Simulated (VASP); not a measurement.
# Sb (R-3m) in VASP: notebook

One crystal, Sb, is run at these levels: PBE+D3(BJ); tasks: relaxation of cell and atoms.

All numbers are computed with VASP 6.6.1; they aren't measurements. Logs are shortened: lines on timing, memory, paths and dates and some standing lists are left out, and cuts for length are marked.

### Step 1. The crystal as given

Symmetry: R-3m, No. 166, trigonal system. Conventional cell: a = 4.373 Å, b = 4.373 Å, c = 11.392 Å, α = 90.00°, β = 90.00°, γ = 120.00°. Around Sb (site symmetry 3m) lie 6 Sb at 2.95 to 3.39 Å.

The cell was built by a generator and needn't be a form met in nature.

### Step 2. Relaxation of cell and atoms, PBE+D3(BJ)

Input file INCAR:

```
SYSTEM = Sb
  ALGO = Normal
  EDIFF = 1E-6
  EDIFFG = -0.01
  ENCUT = 600
  GGA = PE
  IBRION = 2
  ISIF = 3
  ISMEAR = 0
  IVDW = 12
  KPAR = 4
  LASPH = .TRUE.
  LCHARG = .FALSE.
  LREAL = .FALSE.
  LWAVE = .FALSE.
  NELM = 80
  NSW = 90
  PREC = Accurate
  SIGMA = 0.03
```

Input file KPOINTS:

```
k-points
0
G
  9 9 7
  0 0 0
```

Input file POSCAR:

```
Sb
1.0
    2.1864195500      1.2623299200      3.7971864100
   -2.1864195500      1.2623299200      3.7971864100
    0.0000000000     -2.5246598300      3.7971864100
Sb
2
Direct
    0.2340000000      0.2340000000      0.2340000000
    0.7660000000      0.7660000000      0.7660000000
```

Potentials or basis: VASP PAW PBE potentials, release 64 (Sb).

Started as:

```
cat potpaw_PBE.64/Sb/POTCAR > POTCAR
mpirun -np 4 vasp_std > vasp.out
```

OUTCAR:

```text
SYSTEM = Sb
   EDIFF = 1E-6
   EDIFFG = -0.01
   ENCUT = 600
   GGA = PE
   IBRION = 2
   ISIF = 3
   ISMEAR = 0
   IVDW = 12
   LASPH = .TRUE.
   LREAL = .FALSE.
   NELM = 80
   NSW = 90
   PREC = Accurate
 IVDW          = 12

 ion  position               nearest neighbor table
   1  0.234  0.234  0.234-   2 2.95   2 2.95   2 2.95   2 3.39   2 3.39   2 3.39
   2  0.766  0.766  0.766-   1 2.95   1 2.95   1 2.95   1 3.39   1 3.39   1 3.39

  LATTYP: Found a trigonal (rhomboedric) cell.
 ALAT       =     4.5598828831
 COS(alpha) =     0.5401781296

  Lattice vectors:

 A1 = (   2.1864195500,   1.2623299200,   3.7971864100)
 A2 = (  -2.1864195500,   1.2623299200,   3.7971864100)
 A3 = (   0.0000000000,  -2.5246598300,   3.7971864100)

Analysis of symmetry for initial positions (statically):
=====================================================================
 Subroutine PRICEL returns:
 Original cell was already a primitive cell.

 Routine SETGRP: Setting up the symmetry group for a
 trigonal (rhombohedral) supercell.

 Subroutine GETGRP returns: Found 12 space group operations
 (whereof 12 operations were pure point group operations)
 out of a pool of 12 trial point group operations.

The static configuration has the point symmetry D_3d.

Analysis of symmetry for dynamics (positions and initial velocities):
=====================================================================
 Subroutine PRICEL returns:
 Original cell was already a primitive cell.

 Routine SETGRP: Setting up the symmetry group for a
 trigonal (rhombohedral) supercell.

 Subroutine GETGRP returns: Found 12 space group operations
 (whereof 12 operations were pure point group operations)
 out of a pool of 12 trial point group operations.

The dynamic configuration has the point symmetry D_3d.

 Subroutine INISYM returns: Found 12 space group operations
 (whereof 12 operations are pure point group operations),
 and found     1 'primitive' translations

----------------------------------------------------------------------------------------

                                     Primitive cell

  volume of cell :      62.8810

  direct lattice vectors                    reciprocal lattice vectors
     2.186419550  1.262329920  3.797186410     0.228684380  0.132030988  0.087784295
    -2.186419550  1.262329920  3.797186410    -0.228684380  0.132030988  0.087784295
     0.000000000 -2.524659830  3.797186410     0.000000000 -0.264061977  0.087784296

  length of vectors
     4.559882883  4.559882883  4.559882881     0.278271109  0.278271109  0.278271109

  position of ions in fractional coordinates (direct lattice)
     0.234000000  0.234000000  0.234000000
     0.766000000  0.766000000  0.766000000

  ion indices of the primitive-cell ions
   primitive index   ion index
                 1           1
[... 105 lines left out ...]
   PSTRESS=    0.0 pullay stress
   NELECT =      10.0000    total number of electrons
   NUPDOWN=      -1.0000    fix difference up-down
   EMIN   =  10.00;   EMAX   =-10.00  energy-range for DOS
   EFERMI =   0.00;   METHOD = LEGACY
   ISMEAR =     0;   SIGMA  =   0.03  broadening in eV -4-tet -1-fermi 0-gaus
   EFERMI_NEDOS =   21; number of points for ismear=-14 and -15
   IALGO  =     38    algorithm
   IMIX   =      4    mixing-type and parameters
     AMIX     =   0.40;   BMIX     =  1.00
     AMIX_MAG =   1.60;   BMIX_MAG =  1.00
  volume/ion in A,a.u.               =      31.44       212.17
  Fermi-wavevector in a.u.,A,eV,Ry     =   0.886955  1.676102 10.703559  0.786689
  Thomas-Fermi vector in A             =   2.008190
   LORBIT       =      0    0 simple, 1 ext, 2 COOP (PROOUT), +10 PAW based schemes
   GGA     = PE    functional components
   LHFCALC =     F    Hartree Fock is set to
   AEXX    =    0.0000 exact exchange contribution
   IVDW    =    12    specifies the selected vdW correction
   LEPSILON=     F    determine dielectric tensor
   LRPA    =     F    only Hartree local field effects (RPA)
 conjugate gradient relaxation of ions
 non-spin polarized calculation
 Gauss-broadening in eV      SIGMA  =   0.03
  energy-cutoff  :      600.00
  volume of cell :       62.88
 maximum number of plane-waves:      2115
   NGX = 19   NGY = 19   NGZ = 19

--------------------------------------- Ionic step        1  -------------------------------------------

 number of electron      10.0000000 magnetization

 Free energy of the ion-electron system (eV)
  ---------------------------------------------------
  ext. energy  EPLUGINS =         0.00000000
  ---------------------------------------------------
  free energy    TOTEN  =        -8.27229071 eV

  energy without entropy =       -8.27228464  energy(sigma->0) =       -8.27228767

------------------------ aborting loop because EDIFF is reached ----------------------------------------

 Edisp (eV)   -0.90646

 E8    (eV) :    -0.4229
[... 105 lines left out ...]
  FREE ENERGIE OF THE ION-ELECTRON SYSTEM (eV)
  ---------------------------------------------------
  free  energy   TOTEN  =        -9.1951795223 eV

  energy  without entropy=       -9.1950947917  energy(sigma->0) =       -9.19513716

[... ionic steps 4 to 7 ...]

--------------------------------------- Ionic step        8  -------------------------------------------

 number of electron      10.0000000 magnetization

------------------------ aborting loop because EDIFF is reached ----------------------------------------
[... 75 lines left out ...]
--------------------------------------- Ionic step       10  -------------------------------------------

 number of electron      10.0000000 magnetization

 Free energy of the ion-electron system (eV)
  ---------------------------------------------------
  ext. energy  EPLUGINS =         0.00000000
  ---------------------------------------------------
  free energy    TOTEN  =        -8.24132396 eV

  energy without entropy =       -8.24115539  energy(sigma->0) =       -8.24123968

 E-fermi :   7.3947     XC(G=0):  -9.6082

 val. band max:        7.3596986579   @ k =   0.4444   0.4444   0.4286
 cond. band min:       7.3963747372   @ k =   0.3333   0.1111   0.1429
 fundamental gap:      0.0366760793
 Fermi energy:         7.3946667633

 k-point     1 :       0.0000    0.0000    0.0000
  band No.  band energies     occupation
      1      -5.3127      2.00000
      2       2.7466      2.00000
      3       5.4665      2.00000
      4       5.6003      2.00000
      5       5.6003      2.00000
      6       9.8122      0.00000
      7      10.2728      0.00000
      8      10.2728      0.00000
      9      12.3526      0.00000
[... 265 lines left out ...]
 k-point    24 :       0.4444    0.4444   -0.0000
  band No.  band energies     occupation
      1      -3.0422      2.00000
      2      -0.3455      2.00000
      3       2.0321      2.00000
      4       3.7066      2.00000
      5       3.7349      2.00000
      6       9.1020      0.00000
      7      12.4126      0.00000
      8      12.7915      0.00000
      9      14.1014      0.00000

 [... further k-points ...]

------------------------ aborting loop because EDIFF is reached ----------------------------------------

 Edisp (eV)   -0.96015

 E8    (eV) :    -0.4480
[... 25 lines left out ...]
  FREE ENERGIE OF THE ION-ELECTRON SYSTEM (eV)
  ---------------------------------------------------
  free  energy   TOTEN  =        -9.2014771428 eV

  energy  without entropy=       -9.2013085785  energy(sigma->0) =       -9.20139286

 reached required accuracy - stopping structural energy minimisation
```

OSZICAR:

```text
N       E                     dE             d eps       ncg     rms          rms(c)
DAV:   1     0.409228741754E+02    0.40923E+02   -0.39448E+03  2880   0.975E+02
DAV:   2    -0.658160771951E+01   -0.47504E+02   -0.46537E+02  4043   0.128E+02
DAV:   3    -0.825648282404E+01   -0.16749E+01   -0.16560E+01  3590   0.297E+01
[... 66 lines left out ...]
       N       E                     dE             d eps       ncg     rms          rms(c)
DAV:   1    -0.824140898909E+01   -0.23632E-02   -0.47465E-03  3054   0.392E-01    0.440E-02
DAV:   2    -0.824135466130E+01    0.54328E-04   -0.12480E-04  3039   0.858E-02    0.261E-02
DAV:   3    -0.824132416371E+01    0.30498E-04   -0.84583E-05  3140   0.499E-02    0.658E-03
DAV:   4    -0.824132395907E+01    0.20465E-06   -0.26725E-06  2902   0.132E-02
  10 F= -.92014771E+01 E0= -.92013929E+01  d E =-.132682E-03
```

Wall time 54 s (4 MPI ranks of Intel Xeon 6975P-C (Granite Rapids), shared host); peak memory 0.29 GiB.

Results:

* Free energy: -9.2015 eV
* Relaxed volume: 29.75 Å³/atom
* Relaxed cell: a = 4.441 Å, b = 4.441 Å, c = 4.441 Å, α = 58.29°, β = 58.29°, γ = 58.29°
* Space group after relaxing (to 0.05 Å): R-3m (No. 166)
* Energy gained by relaxing: 11.4 meV/atom
* Ionic steps: 10
* Pressure after relaxing: 0.0 GPa
* Largest force after relaxing: 0.007 eV/Å
* Band gap on the k mesh: none (metal or under the smearing width)
* Dispersion energy per atom: -0.480 eV

Forces on the atoms (eV/Å):
```
Sb   0.000  0.000  0.007
Sb   0.000  0.000 -0.007
```

The path:
```csv
step,energy change (eV),largest force (eV/Å),pressure (GPa),volume (Å³)
1,0.0000,0.0234,-2.10,62.88
2,-0.0113,0.2961,1.29,59.20
3,-0.0164,0.1774,-0.01,60.48
4,-0.0191,0.1228,0.01,60.21
5,-0.0221,0.0007,0.07,59.56
6,-0.0222,0.0126,0.08,59.49
7,-0.0226,0.0145,-0.11,59.63
8,-0.0226,0.0152,-0.16,59.67
9,-0.0226,0.0250,0.12,59.37
10,-0.0227,0.0074,0.00,59.50
```

Final structure:
```
Sb
1.0
     2.16279    1.24869    3.67196
    -2.16279    1.24869    3.67196
     0.00000   -2.49738    3.67196
Sb
2
Direct
  0.23660 0.23660 0.23660
  0.76340 0.76340 0.76340
```

Levels at points of the mesh, in eV from the Fermi level:
```tsv
k point	band 1	band 2	band 3	band 4	band 5	band 6	band 7	band 8	band 9
(0.00, 0.00, 0.00)	-12.71	-4.65	-1.93	-1.79	-1.79	2.42	2.88	2.88	4.96
```

Caveat: pairwise dispersion overbinds metals, which lowers pressure and volume. Spin-orbit coupling is left out, which matters for the levels of Sb.

### Step 3. Relaxation of cell and atoms, PBE+D3(BJ)

This run uses another cell than the first one, of 29.75 Å³/atom, 0.946 times its volume.

Edit INCAR of step 2 so:

```diff
@@ -2,4 +2,4 @@
   ALGO = Normal
-  EDIFF = 1E-6
-  EDIFFG = -0.01
+  EDIFF = 1E-7
+  EDIFFG = -0.005
   ENCUT = 600
```

KPOINTS is that of step 2.

Input file POSCAR:

```
Sb                                      
1.0
    2.1627942585      1.2486898514      3.6719569034
   -2.1627942585      1.2486898514      3.6719569034
   -0.0000000000     -2.4973796933      3.6719569036
  Sb            
     2
Direct
     0.2365969973555664    0.2365969973555664    0.2365969973555605
     0.7634030026444336    0.7634030026444336    0.7634030026444394
```

Potentials or basis: VASP PAW PBE potentials, release 64 (Sb).

Started as:

```
cat potpaw_PBE.64/Sb/POTCAR > POTCAR
mpirun -np 4 vasp_std > vasp.out
```

Wall time 13 s (4 MPI ranks of Intel Xeon 6975P-C (Granite Rapids), shared host); peak memory 0.28 GiB.

The run converged. Its results:

```
Free energy                            : -9.2014 eV
Relaxed volume                         : 29.74 Å³/atom
Relaxed cell                           : a = 4.441 Å, b = 4.441 Å, c = 4.441 Å, α = 58.29°, β = 58.29°, γ = 58.29°
Space group after relaxing (to 0.05 Å) : R-3m (No. 166)
Energy gained by relaxing              : 0.0 meV/atom
Ionic steps                            : 2
Pressure after relaxing                : 0.0 GPa
Largest force after relaxing           : 0.005 eV/Å
Band gap on the k mesh                 : none (metal or under the smearing width)
Dispersion energy per atom             : -0.480 eV
```

Forces in eV/Å, atoms in the order of the input:
```
Sb   0.000  0.000  0.005
Sb   0.000  0.000 -0.005
```

Final structure:
```xyz
2
Lattice="2.1626 1.2486 3.6720 -2.1626 1.2486 3.6720 0.0000 -2.4971 3.6720" Properties=species:S:1:pos:R:3 pbc="T T T"
Sb    0.0000    0.0000    2.6067
Sb    0.0000    0.0000    8.4093
```

Levels at points of the mesh, in eV from the Fermi level:
```csv
k point,band 1,band 2,band 3,band 4,band 5,band 6,band 7,band 8,band 9
"(0.00, 0.00, 0.00)",-12.71,-4.65,-1.93,-1.79,-1.79,2.42,2.88,2.88,4.96
```

Caveat: pairwise dispersion overbinds metals, which lowers pressure and volume. Spin-orbit coupling is left out, which matters for the levels of Sb.

### Step 4. Relaxation of cell and atoms, PBE+D3(BJ)

Input file INCAR:

```
SYSTEM = Sb
ALGO = Normal
EDIFF = 1E-6
EDIFFG = -0.01
ENCUT = 600
GGA = PE
IBRION = 2
ISIF = 3
ISMEAR = 0
IVDW = 12
LASPH = .True.
LCHARG = .False.
LREAL = .False.
LWAVE = .False.
NELM = 80
NSW = 90
PREC = Accurate
SIGMA = 0.03
```

Input file KPOINTS:

```
k-points
0
Gamma
  9 9 7
  0 0 0
```

Input file POSCAR:

```
Sb
1.0
    2.1864195500      1.2623299200      3.7971864100
   -2.1864195500      1.2623299200      3.7971864100
    0.0000000000     -2.5246598300      3.7971864100
Sb
2
Direct
    0.2340000000      0.2340000000      0.2340000000
    0.7660000000      0.7660000000      0.7660000000
```

Potentials or basis: VASP PAW PBE potentials, release 64 (Sb).

Started as:

```
cat potpaw_PBE.64/Sb/POTCAR > POTCAR
mpirun -np 1 vasp_std > vasp.out
```

OUTCAR:

```text
SYSTEM = Sb
   EDIFF = 1E-6
   EDIFFG = -0.01
   ENCUT = 600
   GGA = PE
   IBRION = 2
   ISIF = 3
   ISMEAR = 0
   IVDW = 12
   LASPH = .True.
   LREAL = .False.
   NELM = 80
   NSW = 90
   PREC = Accurate
 IVDW          = 12

 ion  position               nearest neighbor table
   1  0.234  0.234  0.234-   2 2.95   2 2.95   2 2.95   2 3.39   2 3.39   2 3.39
   2  0.766  0.766  0.766-   1 2.95   1 2.95   1 2.95   1 3.39   1 3.39   1 3.39

  LATTYP: Found a trigonal (rhomboedric) cell.
 ALAT       =     4.5598828831
 COS(alpha) =     0.5401781296

  Lattice vectors:

 A1 = (   2.1864195500,   1.2623299200,   3.7971864100)
 A2 = (  -2.1864195500,   1.2623299200,   3.7971864100)
 A3 = (   0.0000000000,  -2.5246598300,   3.7971864100)

Analysis of symmetry for initial positions (statically):
=====================================================================
 Subroutine PRICEL returns:
 Original cell was already a primitive cell.

 Routine SETGRP: Setting up the symmetry group for a
 trigonal (rhombohedral) supercell.

 Subroutine GETGRP returns: Found 12 space group operations
 (whereof 12 operations were pure point group operations)
 out of a pool of 12 trial point group operations.

The static configuration has the point symmetry D_3d.

Analysis of symmetry for dynamics (positions and initial velocities):
=====================================================================
 Subroutine PRICEL returns:
 Original cell was already a primitive cell.

 Routine SETGRP: Setting up the symmetry group for a
[... 295 lines left out ...]

[... ionic steps 4 to 7 ...]

--------------------------------------- Ionic step        8  -------------------------------------------

 number of electron      10.0000000 magnetization

------------------------ aborting loop because EDIFF is reached ----------------------------------------
[... 75 lines left out ...]
--------------------------------------- Ionic step       10  -------------------------------------------

 number of electron      10.0000000 magnetization

 Free energy of the ion-electron system (eV)
  ---------------------------------------------------
  ext. energy  EPLUGINS =         0.00000000
  ---------------------------------------------------
  free energy    TOTEN  =        -8.24132396 eV

  energy without entropy =       -8.24115540  energy(sigma->0) =       -8.24123968

 E-fermi :   7.3947     XC(G=0):  -9.6082

 val. band max:        7.3596986411   @ k =   0.4444   0.4444   0.4286
 cond. band min:       7.3963747154   @ k =   0.3333   0.1111   0.1429
 fundamental gap:      0.0366760743
 Fermi energy:         7.3946667422

 k-point     1 :       0.0000    0.0000    0.0000
  band No.  band energies     occupation
      1      -5.3127      2.00000
      2       2.7466      2.00000
      3       5.4665      2.00000
      4       5.6003      2.00000
      5       5.6003      2.00000
      6       9.8122      0.00000
      7      10.2728      0.00000
      8      10.2728      0.00000
      9      12.3526      0.00000
[... 265 lines left out ...]
 k-point    24 :       0.4444    0.4444   -0.0000
  band No.  band energies     occupation
      1      -3.0422      2.00000
      2      -0.3455      2.00000
      3       2.0321      2.00000
      4       3.7066      2.00000
      5       3.7349      2.00000
      6       9.1020      0.00000
      7      12.4126      0.00000
      8      12.7915      0.00000
      9      14.1014      0.00000

 [... further k-points ...]

------------------------ aborting loop because EDIFF is reached ----------------------------------------

 Edisp (eV)   -0.96015

 E8    (eV) :    -0.4480
[... 25 lines left out ...]
  FREE ENERGIE OF THE ION-ELECTRON SYSTEM (eV)
  ---------------------------------------------------
  free  energy   TOTEN  =        -9.2014771426 eV

  energy  without entropy=       -9.2013085784  energy(sigma->0) =       -9.20139286

 reached required accuracy - stopping structural energy minimisation
```

OSZICAR:

```text
N       E                     dE             d eps       ncg     rms          rms(c)
DAV:   1     0.409228741754E+02    0.40923E+02   -0.39448E+03  2880   0.975E+02
DAV:   2    -0.658160771951E+01   -0.47504E+02   -0.46537E+02  4043   0.128E+02
DAV:   3    -0.825648282404E+01   -0.16749E+01   -0.16560E+01  3590   0.297E+01
[... 66 lines left out ...]
       N       E                     dE             d eps       ncg     rms          rms(c)
DAV:   1    -0.824140899096E+01   -0.23632E-02   -0.47465E-03  3054   0.392E-01    0.440E-02
DAV:   2    -0.824135466384E+01    0.54327E-04   -0.12480E-04  3039   0.858E-02    0.261E-02
DAV:   3    -0.824132416450E+01    0.30499E-04   -0.84583E-05  3140   0.499E-02    0.658E-03
DAV:   4    -0.824132396048E+01    0.20401E-06   -0.26725E-06  2902   0.132E-02
  10 F= -.92014771E+01 E0= -.92013929E+01  d E =-.132682E-03
```

CONTCAR:

```text
Sb
   1.00000000000000
     2.1627942591475784    1.2486898517906067    3.6719569069542515
    -2.1627942591475784    1.2486898517906067    3.6719569069542515
    -0.0000000000000000   -2.4973796940192563    3.6719569070628060
  Sb
     2
Direct
     0.2365969974061598    0.2365969974061598    0.2365969974061538
     0.7634030025938403    0.7634030025938403    0.7634030025938462

  0.00000000E+00  0.00000000E+00  0.00000000E+00
  0.00000000E+00  0.00000000E+00  0.00000000E+00
```

It took 5.1 min on 1 thread of Intel Xeon Platinum 8259CL at 2.50GHz (Skylake/Cascade Lake), shared host; peak memory 0.29 GiB.

What came out:

* Free energy: -9.2015 eV
* Relaxed volume: 29.75 Å³/atom
* Relaxed cell: a = 4.441 Å, b = 4.441 Å, c = 4.441 Å, α = 58.29°, β = 58.29°, γ = 58.29°
* Space group after relaxing (to 0.05 Å): R-3m (No. 166)
* Energy gained by relaxing: 11.4 meV/atom
* Ionic steps: 10
* Pressure after relaxing: 0.0 GPa
* Largest force after relaxing: 0.007 eV/Å
* Band gap on the k mesh: none (metal or under the smearing width)
* Dispersion energy per atom: -0.480 eV

Forces on the atoms (eV/Å):
```
Sb   0.000  0.000  0.007
Sb   0.000  0.000 -0.007
```

Step by step:
| step | energy change (eV) | largest force (eV/Å) | pressure (GPa) | volume (Å³) |
| --- | --- | --- | --- | --- |
| 1 | 0.0000 | 0.0234 | -2.10 | 62.88 |
| 2 | -0.0113 | 0.2961 | 1.29 | 59.20 |
| 3 | -0.0164 | 0.1774 | -0.01 | 60.48 |
| 4 | -0.0191 | 0.1228 | 0.01 | 60.21 |
| 5 | -0.0221 | 0.0007 | 0.07 | 59.56 |
| 6 | -0.0222 | 0.0126 | 0.08 | 59.49 |
| 7 | -0.0226 | 0.0145 | -0.11 | 59.63 |
| 8 | -0.0226 | 0.0152 | -0.16 | 59.67 |
| 9 | -0.0226 | 0.0250 | 0.12 | 59.37 |
| 10 | -0.0227 | 0.0074 | 0.00 | 59.50 |

Final structure:
```cif
data_structure
_symmetry_space_group_name_H-M 'P 1'
_symmetry_Int_Tables_number 1
_cell_length_a 4.4407
_cell_length_b 4.4407
_cell_length_c 4.4407
_cell_angle_alpha 58.292
_cell_angle_beta 58.292
_cell_angle_gamma 58.292
_cell_volume 59.50
loop_
_atom_site_label
_atom_site_type_symbol
_atom_site_fract_x
_atom_site_fract_y
_atom_site_fract_z
_atom_site_occupancy
Sb1 Sb 0.23660 0.23660 0.23660 1
Sb2 Sb 0.76340 0.76340 0.76340 1
```

Caveat: pairwise dispersion overbinds metals, which lowers pressure and volume.
